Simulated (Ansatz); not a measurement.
Space group Im-3m (No. 229). a = 2.832 Å, b = 2.832 Å, c = 2.832 Å, α = 90.00°, β = 90.00°, γ = 90.00°
```tsv
atom	site	symmetry	x	y	z
Fe	2a	m-3m	0.0000	0.0000	0.0000
```

Equation of state of this Fe structure (not necessarily the ground state), with shape and atoms relaxed at each volume where symmetry leaves them free. It has no gap at any of these volumes. Theory: DFT PBE, scalar-relativistic, plane waves, PAW (Ansatz).

Settings: cutoff 420 eV, Γ-centred mesh 20×20×20 on the computed 1-atom cell, Gaussian smearing of 0.10 eV; collinear spin.

| V (Å³/atom) | E − E(largest V) (meV/atom) | P (GPa) |
| --- | --- | --- |
| 9.989 | 70.15 | 34.10 |
| 10.330 | 9.17 | 23.29 |
| 10.670 | -30.21 | 13.82 |
| 11.011 | -50.57 | 5.97 |
| 11.352 | -56.18 | 0.02 |
| 11.692 | -50.90 | -5.13 |
| 12.033 | -34.82 | -9.75 |
| 12.487 | 0.00 | -14.03 |

Fit a third-order Birch–Murnaghan equation to E(V).

V0 = 11.34 Å³/atom, B0 = 192 GPa, B0' = 5.5.